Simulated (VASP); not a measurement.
Write the native input for VASP 6.6.1 that does the following.

```yaml
Task: relaxation of cell and atoms
Functional: PBEsol
Potentials_or_basis: VASP PAW PBE potentials, release 64 (Cd, Te)
Cutoff: 600 eV
k_mesh: 8 × 8 × 8
Occupations: gaussian, width 0.03 eV
Spin: no spin polarisation
Further_INCAR_settings: ALGO = Normal; EDIFF = 1e-06; IBRION = 2; EDIFFG = -0.01; NSW = 90; ISIF = 3
```

The structure of CdTe lies in POSCAR:

```
CdTe
1.0
    0.0000000000      3.2050000000      3.2050000000
    3.2050000000      0.0000000000      3.2050000000
    3.2050000000      3.2050000000      0.0000000000
Cd Te
1 1
Direct
    0.0000000000      0.0000000000      0.0000000000
    0.2500000000      0.2500000000      0.2500000000
```

These files were run (other wordings do the same):

INCAR

```
SYSTEM = CdTe
ALGO     = Normal         ! electronic algorithm
EDIFF    = 1E-6           ! SCF threshold, eV
EDIFFG   = -0.01          ! ionic threshold
ENCUT    = 600            ! plane-wave cutoff, eV
GGA      = PS             ! functional
IBRION   = 2              ! ionic algorithm
ISIF     = 3              ! what is computed and relaxed
ISMEAR   = 0              ! smearing method
KPAR     = 4            
LASPH    = .TRUE.         ! aspherical terms in the spheres
LCHARG   = .FALSE.        ! write CHGCAR
LREAL    = .FALSE.        ! projectors in reciprocal space
LWAVE    = .FALSE.        ! write WAVECAR
NELM     = 80             ! most SCF steps
NSW      = 90             ! ionic steps
PREC     = Accurate       ! precision mode
SIGMA    = 0.03           ! smearing width, eV
```

KPOINTS

```
k-points
0
G
  8 8 8
  0 0 0
```

Potentials or basis: VASP PAW PBE potentials, release 64 (Cd, Te).

The run is started by

```sh
$ cat potpaw_PBE.64/Cd/POTCAR potpaw_PBE.64/Te/POTCAR > POTCAR
$ mpirun -np 4 vasp_std > vasp.out
```

Results of the run:

```yaml
Relaxed_volume: 34.26 Å³/atom
Relaxed_cell: a = 4.593 Å, b = 4.593 Å, c = 4.593 Å, α = 60.00°, β = 60.00°, γ = 60.00°
Space_group_after_relaxing_to_0.05_Å: F-43m (No. 216)
Energy_gained_by_relaxing: 7.3 meV/atom
Ionic_steps: 3
Pressure_after_relaxing: 0.0 GPa
Band_gap_on_the_k_mesh: 0.64 eV, direct
```

Caveat: the PAW data sets were made with another functional, which shifts forces and pressure a little; spin-orbit coupling is left out, which moves the levels of the heavy elements.

It took 31 s on 4 MPI ranks on Intel(R) Xeon(R) Platinum 8259CL CPU @ 2.50GHz (Skylake/Cascade Lake), on a shared host, peak memory 0.23 GiB a rank.
